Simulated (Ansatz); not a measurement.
## LiF: energy along a strain

LiF, Fm-3m, a = 4.028 Å (as given, not relaxed at this level: -2.1 GPa). Ansatz: r2SCAN, PAW, 500 eV, Γ-centred 10×10×10 mesh on 2 atoms, Gaussian smearing 0.05 eV; no spin polarisation. Cell vectors (Å): 0.000 2.014 2.014; 2.014 0.000 2.014; 2.014 2.014 0.000. The cell is strained by x per cent times the pattern (0 1 0 0 0 0) in the order xx yy zz yz xz xy (engineering shears), with fractional coordinates held. y is the free energy over the start, V0 = 8.169 Å³/atom.

| x (%) | y (meV/atom) |
| --- | --- |
| -2.00 | ? |
| -1.50 | -0.85 |
| -1.00 | -0.74 |
| -0.50 | -0.45 |
| 0.00 | 0.00 |
| 0.50 | 0.60 |
| 1.00 | 1.34 |
| 1.50 | 2.21 |
| 1.75 | 2.70 |
| 2.00 | 3.22 |

Task: Fit y = c1 x + c2 x² + c3 x³ to the other rows, get the stiffness along the pattern, and predict the missing energy.

Result: Least squares on the rows shown. y = 1.049 x + 0.3028 x² − 0.01151 x³. The clamped-ion stiffness p·C·p = 2 × 3.028 eV × 160.2 / 8.169 Å³ = 119 GPa, which is C22 in these axes (C11 of the cubic crystal) (second derivative at the start, which stands under stress). At x = -2.00 the fit asked for gives -0.79 meV/atom. The run gave -0.77 meV/atom, so the fit is 0.02 meV/atom too low, a small miss on the scale of the series.